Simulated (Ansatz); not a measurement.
A run of Ansatz 0.2.0 is set up as follows.

input.yaml

```yaml
crystal:
  lattice:
    - [0.0, 2.2239077028, 2.2239077028]
    - [2.2239077028, 0.0, 2.2239077028]
    - [2.2239077028, 2.2239077028, 0.0]
  atoms:
    - { symbol: Mn, position: [0.0, 0.0, 0.0], spin: 4.0 }
    - { symbol: O, position: [0.5, 0.5, 0.5] }
hamiltonian:
  xc: pbe
  pseudopotentials: { kind: paw }
magnetization:
  spin_polarized: true
kpoints:
  mp_grid: { grid: [10, 10, 10] }
scf:
  occupations: { method: fermi_dirac, width: 0.05 }
  n_extra_bands: 6
output:
  forces: true
  stress: true
  eigenvalues: true
  dos: { projected: false, de: 0.05, nscf_kmesh: { grid: [15, 15, 15] } }
```

Potentials or basis: Ansatz PAW.

The run is started by

```sh
$ ansatz run input.yaml --threads 2 --pin off --max-ram 5120MiB --backend cpu --events-out ev --progress --plain --runs-dir out
```

**Question.** What does it give for the absolute moment?

**Answer.** 4.79 μB per cell.

**Question.** Predict the site moments.

**Answer.** Mn +4.06; O +0.24 μB.

**Question.** Predict the band gap on the k mesh.

**Answer.** None (metal or under the smearing width).

States per cell in windows of 0.5 eV (zero at the Fermi level; states under -8 eV left out):
| from (eV) | up | down |
| --- | --- | --- |
| -8.0 | 0.22 | 0.00 |
| -7.5 | 0.50 | 0.08 |
| -7.0 | 0.20 | 0.34 |
| -6.5 | 0.72 | 0.45 |
| -6.0 | 0.78 | 0.21 |
| -5.5 | 0.38 | 0.45 |
| -5.0 | 0.13 | 1.03 |
| -4.5 | 0.04 | 0.34 |
| -4.0 | 0.10 | 0.09 |
| -3.5 | 0.34 | 0.00 |
| -3.0 | 0.78 | 0.00 |
| -2.5 | 1.89 | 0.00 |
| -2.0 | 0.61 | 0.00 |
| -1.5 | 0.43 | 0.00 |
| -1.0 | 0.42 | 0.03 |
| -0.5 | 0.38 | 0.10 |
| 0.0 | 0.05 | 0.19 |
| 0.5 | 0.01 | 0.36 |
| 1.0 | 0.02 | 0.55 |
| 1.5 | 0.02 | 1.34 |
| 2.0 | 0.03 | 1.49 |
| 2.5 | 0.05 | 0.51 |
| 3.0 | 0.07 | 0.47 |
| 3.5 | 0.10 | 0.08 |
| 4.0 | 0.11 | 0.05 |
| 4.5 | 0.13 | 0.09 |
| 5.0 | 0.15 | 0.10 |
| 5.5 | 0.13 | 0.11 |
| 6.0 | 0.10 | 0.11 |
| 6.5 | 0.07 | 0.13 |
| 7.0 | 0.14 | 0.13 |
| 7.5 | 0.37 | 0.10 |

Caveat: a cell with one magnetic atom can't hold antiferromagnetic order, which such compounds often take; semilocal functionals often make such compounds metallic where correlation or magnetic order opens a gap, which also shifts bond lengths. With open d or f shells a metallic result of PBE can be an artefact of self-interaction; +U or a hybrid may open a gap.
